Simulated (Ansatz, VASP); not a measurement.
**Two plane-wave programs on Ge**

Contents of INCAR:

```
PREC     = Accurate       # precision mode
ENCUT    = 520            # plane-wave cutoff, eV
EDIFF    = 1E-6           # SCF threshold, eV
ISMEAR   = -1             # smearing method
SIGMA    = 0.2            # smearing width, eV
LREAL    = False          # projectors in reciprocal space
LASPH    = True           # aspherical terms in the spheres
NELM     = 80             # most SCF steps
ALGO     = Normal         # electronic algorithm
ISIF     = 2              # what is computed and relaxed
LWAVE    = False          # write WAVECAR
LCHARG   = True           # write CHGCAR
GGA      = PS             # functional
LELF     = True           # ELF
LVHAR    = True         
NBANDS   = 13             # bands
```

File KPOINTS:

```
Automatic mesh
0
Gamma
  12 12 11
```

File POSCAR:

```
Ge
1.0
    1.4334547104     -2.6680918854      0.0000000000
    1.4334547104      2.6680918854      0.0000000000
    0.0000000000      0.0000000000      2.7683460651
Ge
1
Direct
    0.5000000000      0.5000000000      0.0000000000
```

Input for Ansatz:

```yaml
crystal:
  lattice:
    - [1.4334547103540403, -2.6680918853687383, 0.0]
    - [1.4334547103540403, 2.6680918853687383, 0.0]
    - [0.0, 0.0, 2.768346065146446]
  atoms:
    - { symbol: Ge, position: [0.5, 0.5, 0.0] }
basis:
  ecutwfc: 500.0
kpoints:
  mp_grid:
    grid: [12, 12, 11]
hamiltonian:
  xc: pbesol
scf:
  max_iter: 150
  convergence:
    dr2_threshold: 1.0e-09
  occupations:
    method: fermi_dirac
    width: 0.2
  eigensolver:
    kind: davidson
    full_accuracy: true
output:
  stress: true
```

This isn't the form of Ge at room conditions, which is diamond.

Alike in both runs: task single point; functional PBEsol; k mesh 12 × 12 × 11; occupations fermi-dirac, width 0.2 eV; no spin polarisation.

|  | VASP | Ansatz |
| --- | --- | --- |
| version | VASP 6.6.1 | Ansatz 0.2.0 |
| potentials or method | VASP PAW PBE potentials, release 64 (Ge_d) | plane waves, PAW |
| plane-wave cutoff (eV) | 520 | 500 |
| valence electrons in the cell | 14 | 14 |

```csv
,VASP,Ansatz,Ansatz less VASP
pressure (GPa),-7.7,-7.6,+0.11
largest component of the traceless stress (GPa),1.36,1.37,+0.017
```

Ansatz warned: «stress_scf_threshold_loose».

Caveats: the PAW data sets were made with another functional, which shifts forces and pressure a little (VASP).
